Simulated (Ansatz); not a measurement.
Notes on Fe

```xyz
1
Lattice="0.0000 1.8190 1.8190 1.8190 0.0000 1.8190 1.8190 1.8190 0.0000" Properties=species:S:1:pos:R:3 pbc="T T T"
Fe    0.0000    0.0000    0.0000
```

Single point in Ansatz 0.2.0 with r2SCAN, spin-orbit coupling. Cutoff 500 eV, PAW datasets, 8×8×8 Γ-centred k mesh, fermi-dirac filling (width 0.1 eV).

Magnetic state (reached from a saved solution, and it need not be the lowest): Fe1 along (-0.67, -0.74, 0.07).

Task: How large are the moments?

Result: Fe1 2.71 μB of spin moment in Bader basins; net size 2.71 μB a cell.

Task: Metal or insulator?

Result: It is a metal, with about 0.81 states/eV a cell as the mean within 0.25 eV of the Fermi level, mostly Fe d (91 %).

Task: What does the stress say?

Result: The pressure is -1.3 GPa (compression positive), so with the atoms held at these fractions the cell would first shrink.

Origin: a known structure type with other elements, at an estimated volume, so it need not be a known compound. Caveats: the k mesh is coarse if the cell is a metal.
